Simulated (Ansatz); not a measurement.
# In2H: the cost of one run

Method: DFT PBEsol, scalar-relativistic, plane waves, PAW, in Ansatz 0.2.0.

The COD entry's cell or inner coordinates are ideal or old and differ from later refinements, so a difference from it is no clean test against experiment.

2 further runs of the same task are left out: 2 set aside as unsound or not needed. Runs told in other sessions of the task aren't counted.

## 1. The system as given

Symmetry: C2/m, No. 12, monoclinic system. The conventional cell has a = 4.379 Å, b = 2.919 Å, c = 4.404 Å, α = 90.00°, β = 97.29°, γ = 90.00°. Around V (site symmetry m) lie 1 H at 1.78 Å. H (site symmetry 2/m) has 2 V at 1.78 Å in its first shell of neighbours.

Structure file:

```
CELL_PARAMETERS angstrom
2.18926 -1.45971 -0.03483
2.18926 1.45971 -0.03483
-0.48895 0.00000 4.37672
ATOMIC_POSITIONS crystal
V 0.77084 0.77084 0.73196
V 0.22916 0.22916 0.26804
H 0.50000 0.50000 0.00000
```

This cell was relaxed beforehand with the same method: volume 9.31 Å³/atom, gap on the mesh none (metal).

## 2. V → In: the starting cell

The start of In2H: fractional positions of relaxed V2H, cell scaled by 0.957, a guess from tabulated radii.

## 3. Probe: one point at the start (In2H)

Input file input.yaml:

```yaml
crystal:
  lattice:
    - [2.0952313054, -1.3970084788, -0.0333350938]
    - [2.0952313054, 1.3970084788, -0.0333350938]
    - [-0.467945527, 0.0, 4.1887288668]
  atoms:
    - { symbol: In, position: [0.7708385887, 0.7708385887, 0.7319628427] }
    - { symbol: In, position: [0.2291614113, 0.2291614113, 0.2680371573] }
    - { symbol: H, position: [0.5, 0.5, 0.0] }
basis:
  ecutwfc: 420
kpoints:
  mp_grid: { grid: [8, 8, 4] }
hamiltonian:
  xc: pbesol
scf:
  occupations: { method: gaussian, width: 0.1 }
output:
  forces: true
  stress: true
  eigenvalues: true
```

On the command line:

```bash
ansatz run input.yaml --threads 1 --pin off --max-ram 2560MiB --backend cpu --events-out ev --progress --plain --runs-dir out
```

What time and memory should one allow on 1 thread of Arm Neoverse V2, shared host?

About 1.9 s, with a peak of 0.3 GiB.
